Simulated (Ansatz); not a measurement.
**Lattice vibrations of BaO at Γ at 30 GPa**

Computed with Ansatz 0.2.0, DFT PBEsol, scalar-relativistic, plane waves, PAW. Cutoff 420 eV, 10×10×10 k-points (Γ-centred), fixed occupations. No spin polarisation. Phonons by linear response, acoustic sum rule imposed.

The cell, relaxed at 30 GPa:
```
Ba O
1.0
     0.00000    2.54359    2.54359
     2.54359    0.00000    2.54359
     2.54359    2.54359    0.00000
Ba O
1 1
Direct
  0.00000 0.00000 0.00000
  0.50000 0.50000 0.50000
```

Spin–orbit coupling is left out, which matters for heavy elements. The real crystal has changed phase below this pressure. The bands were filled as in an insulator; under compression the gap may have closed between mesh points.

Optical modes at Γ (transverse, no macroscopic field); i marks an imaginary frequency:
```
frequency (THz) degeneracy IR intensity of the level ((D/Å)²/amu)
           4.67           3                                   46.39
```

All 3 optical modes at Γ are real: no displacement of atoms at fixed cell lowers the energy to second order. Strains and modes at other wave vectors aren't tested by this run.

* Electronic dielectric constant ε∞ (principal values): 4.58
* Static dielectric constant ε0 (principal values): 45.9
* Refractive index √ε∞, mean: 2.14
* Kohn–Sham gap on the mesh: 0.64 eV

Born effective charges (e):
| atom | Z*xx | Z*yy | Z*zz | mean |
| --- | --- | --- | --- | --- |
| Ba (atom 1) | 3.10 | 3.10 | 3.10 | 3.10 |
| O (atom 2) | -3.10 | -3.10 | -3.10 | -3.10 |